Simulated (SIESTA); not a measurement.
The system is Se.

```xyz
3
Lattice="4.3662 0.0000 0.0000 -2.1831 3.7812 0.0000 0.0000 0.0000 4.9536" Properties=species:S:1:pos:R:3 pbc="T T T"
Se    1.6910    2.9289    0.0000
Se   -0.4921    0.8523    3.3024
Se    0.9841    0.0000    1.6512
```

Base run:

- Program: SIESTA 5.4.2
- Functional: PBEsol
- Potentials or basis: PseudoDojo 0.4 standard (PBEsol files)
- Basis: SZ (energy shift 0.003 Ry)
- Grid cutoff: 500 Ry
- Energy shift: 0.003 Ry
- k mesh: 7 × 7 × 6
- Occupations: fermi-dirac, width 0.05 eV
- Spin: no spin polarisation

Its results: band gap on the k mesh 0.98 eV, indirect (least direct gap 1.25 eV); pressure 12.7 GPa; largest force 3.776 eV/Å.

**Question.** The run is repeated on the same cell with these changes: basis from SZ (energy shift 0.003 Ry) to TZDP (energy shift 0.003 Ry; two zetas on semicore shells). What comes out?

**Answer.** Band gap on the k mesh 1.11 eV, indirect (least direct gap 1.38 eV); pressure 3.6 GPa; largest force 1.221 eV/Å.

Caveats: the mesh misses the band edges, which the band path finds closer together; the basis of atomic orbitals isn't converged, which shifts pressures, moduli and gaps; forces of over 1 eV/Å show positions far from the minimum, so gaps and moduli don't describe the material at rest; the basis has no polarisation orbitals (some runs).
